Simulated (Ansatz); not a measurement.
Runs of Ansatz 0.2.0 on Ir. Symmetry: P6_3/mmc, No. 194, hexagonal system. The conventional cell has a = 2.751 Å, b = 2.751 Å, c = 4.462 Å, α = 90.00°, β = 90.00°, γ = 120.00°. Ir (site symmetry -6m2) is surrounded by 12 Ir at 2.74 to 2.75 Å. This isn't the form of Ir at room conditions, which is fcc.

```tsv
potentials or basis	spin	k mesh	cutoff (eV)	pressure (GPa)
all-electron LAPW, inner shells corrected to Dirac's equation	off	11 × 11 × 6	277	-12.2
all-electron LAPW, scalar-relativistic	off	11 × 11 × 6	277	(b)
all-electron LAPW, non-relativistic	off	11 × 11 × 6	276	22.1
all-electron LAPW, scalar-relativistic	off	8 × 8 × 4	277	-12.1
all-electron LAPW, relativistic spinors	SOC, no magnetisation	8 × 8 × 4	277	(a)
```

Alike in all rows: task band structure; level PBEsol; cell as given; smearing fermi-dirac 0.05 eV; basis error allowed 0.001 eV/atom.

Q: Fill in the values left out.

A: (a) -11.4; (b) -12.4.

Caveats: the k mesh is thin for a metal, which can move the energy by tens of meV per atom (some runs); relativity is left out, which matters for the heavier elements (some runs).
